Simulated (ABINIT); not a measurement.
NiO2:

```
CELL_PARAMETERS angstrom
2.79878 0.00000 0.00000
-1.39939 2.42382 0.00000
0.00000 0.00000 4.61827
ATOMIC_POSITIONS crystal
Ni 0.00000 0.00000 0.50000
O 0.33333 0.66667 0.29396
O 0.66667 0.33333 0.70604
```

The cell comes from a database or a generator and needn't be the stable form of this composition.

* Program: ABINIT 10.8.3 (patched build)
* Task: relaxation of cell and atoms
* Functional: LDA
* Potentials or basis: JTH PAW LDA v2.0
* Cutoff: 1116 eV
* k mesh: 6 × 6 × 3
* Occupations: fermi-dirac, width 0.05 eV
* Spin: collinear spin, ferromagnetic start
* Starting moments: [1.0, 0.0, 0.0] μB

At the start: pressure -10.2 GPa; volume 10.44 Å³/atom.

How do energy, volume and symmetry change on relaxing?

Over 10 steps the energy falls by 22.1 meV/atom and the volume is 9.33 Å³/atom (-10.7 %); space group P-3m1 (No. 164, to 0.05 Å); moment 0.00 μB per cell.

The path:
| step | energy change (eV) | largest force (eV/Å) | pressure (GPa) | volume (Å³) |
| --- | --- | --- | --- | --- |
| 1 | 0.0000 | 0.8141 | -10.17 | 31.33 |
| 2 | -0.0490 | 0.2390 | -2.89 | 30.36 |
| 3 | -0.0531 | 0.0135 | 0.18 | 30.02 |
| 4 | -0.0533 | 0.0117 | 0.04 | 30.03 |
| 5 | -0.0566 | 0.0150 | -1.09 | 29.83 |
| 6 | -0.0623 | 0.0120 | -1.90 | 28.99 |
| 7 | -0.0653 | 0.1060 | -1.58 | 27.97 |
| 8 | -0.0663 | 0.0182 | -0.51 | 28.05 |
| 9 | -0.0664 | 0.0024 | 0.04 | 27.98 |
| 10 | -0.0664 | 0.0002 | 0.00 | 27.98 |

Final structure:
```yaml
crystal:
  lattice:
    - [2.77020, 0.00000, 0.00000]
    - [-1.38510, 2.39906, 0.00000]
    - [0.00000, 0.00000, 4.21067]
  atoms:
    - { symbol: Ni, position: [0.00000, 0.00000, 0.50000] }
    - { symbol: O, position: [0.33333, 0.66667, 0.28151] }
    - { symbol: O, position: [0.66667, 0.33333, 0.71849] }
```

Caveat: the k mesh is coarse (spacing up to 0.45 Å⁻¹), so the values aren't converged; small starting moments can end in a higher magnetic state in this program.
